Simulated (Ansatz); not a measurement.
GaAs (zincblende) under strain

GaAs built on the zincblende prototype, relaxed with r2SCAN in Ansatz. The symmetry is F-43m (No. 216, cubic); a = 5.666 Å in the conventional setting, 22.74 Å³ an atom. Around Ga lie 4 As at 2.45 Å; around As lie 4 Ga at 2.45 Å.

The axes x, y and z are those of this cell:
```yaml
crystal:
  lattice:
    - [0.00000, 2.83309, 2.83309]
    - [2.83309, 0.00000, 2.83309]
    - [2.83309, 2.83309, 0.00000]
  atoms:
    - { symbol: Ga, position: [0.00000, 0.00000, 0.00000] }
    - { symbol: As, position: [0.25000, 0.25000, 0.25000] }
```

Unstrained: With PBE the gap is 0.466 eV and direct, at Γ. r2SCAN gives a direct gap of 0.962 eV at Γ. HSE06 gives a direct gap of 1.364 eV at Γ. Meshes: PBE 8×8×8, r2SCAN 8×8×8, HSE06 6×6×6. Strains are changes of length per length, and xy shears are angles. After each strain the atoms were relaxed again with r2SCAN within the symmetry that the strain leaves, so tilts or polar shifts that break it weren't tested; points keep the names that they have in the unstrained zone. No spin polarisation and no zero-point or thermal motion.

Changes of the least gap in eV (an overlap counts as a negative gap):
```tsv
strain	volume change (%)	space group	PBE	r2SCAN	HSE06	energy rise, r2SCAN (meV/atom)
uniaxial +4.0 % along z	+4.0	I-4m2	-0.377	-0.404	-0.425	12.8
xy shear, engineering strain (angle) -3.0 %	0.0	Imm2	-0.126	-0.138	-0.140	3.9
epitaxial -1.5 % in the plane normal to [111], free normal strain +0.66 %	-2.3	R3m	+0.104	+0.111	+0.120	5.7
uniaxial +0.5 % along x	+0.5	I-4m2	-0.047	-0.050	-0.053	0.2
isotropic -3.0 % on every length	-8.7	F-43m	+0.703	+0.636	+0.526	46.6
```

Uniaxial +4.0 % along z, other directions held. HSE06: the gap goes from 1.364 to 0.939 eV (-0.425 eV); with r2SCAN the top three valence levels at Γ, degenerate before, become 2+1 from the top over 241 meV. Stress change with r2SCAN, compression positive: xx -1.69, yy -1.69, zz -4.47 GPa.

Xy shear, engineering strain (angle) -3.0 %. HSE06: the gap goes from 1.364 to 1.224 eV (-0.140 eV); with r2SCAN the top three valence levels at Γ, degenerate before, become 1+1+1 from the top over 231 meV. Stress change with r2SCAN, compression positive: xx +0.05, yy +0.05, zz -0.01, xy +1.81 GPa.

Epitaxial -1.5 % in the plane normal to [111], free normal strain +0.66 %. HSE06: the gap goes from 1.364 to 1.484 eV (+0.120 eV); with r2SCAN the top three valence levels at Γ, degenerate before, become 2+1 from the top over 188 meV. Stress change with r2SCAN, compression positive: xx +1.82, yy +1.82, zz +1.82, xy -0.92, xz -0.92, yz -0.92 GPa.

Uniaxial +0.5 % along x, other directions held. HSE06: the gap goes from 1.364 to 1.311 eV (-0.053 eV); with r2SCAN the top three valence levels at Γ, degenerate before, become 2+1 from the top over 30 meV. Stress change with r2SCAN, compression positive: xx -0.58, yy -0.25, zz -0.25 GPa.

Isotropic -3.0 % on every length. HSE06: the gap goes from 1.364 to 1.890 eV (+0.526 eV); it turns from direct (Γ) to indirect (Γ → X). Stress change with r2SCAN, compression positive: xx +8.16, yy +8.16, zz +8.16 GPa.

The runs are scalar-relativistic, without spin-orbit coupling.

The meshes of the hybrids are coarse, so their gaps aren't converged to the digits shown.

The splittings at Γ are without spin-orbit coupling, which regroups them where it is of like size or larger.
